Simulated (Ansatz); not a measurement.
Here is an Ansatz 0.2.0 calculation.

input.yaml

```yaml
crystal:
  lattice:
    - [2.7036817444, 0.0, 0.0]
    - [0.0, 2.7036817444, 0.0]
    - [0.0, 0.0, 2.7036817444]
  atoms:
    - { symbol: As, position: [0.5, 0.5, 0.5] }
hamiltonian:
  xc: pbe
  pseudopotentials: { kind: paw_fr }
magnetization:
  noncollinear: true
  spin_orbit: true
kpoints:
  mp_grid: { grid: [7, 7, 7] }
  band_path:
    path:
      - [[0.0, 0.0, 0.0], [0.0, 0.5, 0.0], [0.5, 0.5, 0.0], [0.0, 0.0, 0.0], [0.5, 0.5, 0.5], [0.0, 0.5, 0.0]]
      - [[0.5, 0.5, 0.0], [0.5, 0.5, 0.5]]
    npoints: 14
scf:
  occupations: { method: fermi_dirac, width: 0.05 }
  n_extra_bands: 6
output:
  forces: true
  stress: true
  eigenvalues: true
  fatbands: false
```

Potentials or basis: Ansatz PAW.

Command:

```sh
$ ansatz run input.yaml --threads 2 --pin off --max-ram 5632MiB --backend cpu --events-out ev --progress --plain --runs-dir out
```

Task: What does it give for the band gap on the k mesh?

Result: None (metal or under the smearing width).

Task: Predict the pressure.

Result: 2.6 GPa.

Levels at the corners of the path, in eV from the Fermi level:
```
point  band 12  band 13  band 14  band 15  band 16  band 17  band 18  band 19
    Γ   -14.84     3.99     3.99     4.44     4.44     4.44     4.44     8.74
    X   -11.69    -6.79    -6.79     6.40     6.40     6.77     6.77    11.52
    M    -8.41    -4.22    -4.22    -4.03    -4.03     2.66     2.66     8.75
    Γ   -14.84     3.99     3.99     4.44     4.44     4.44     4.44     8.74
    R    -4.79    -1.92    -1.92    -1.57    -1.57    -1.57    -1.57     6.11
    X   -11.69    -6.79    -6.79     6.40     6.40     6.77     6.77    11.52
    M    -8.41    -4.22    -4.22    -4.03    -4.03     2.66     2.66     8.75
    R    -4.79    -1.92    -1.92    -1.57    -1.57    -1.57    -1.57     6.11
```
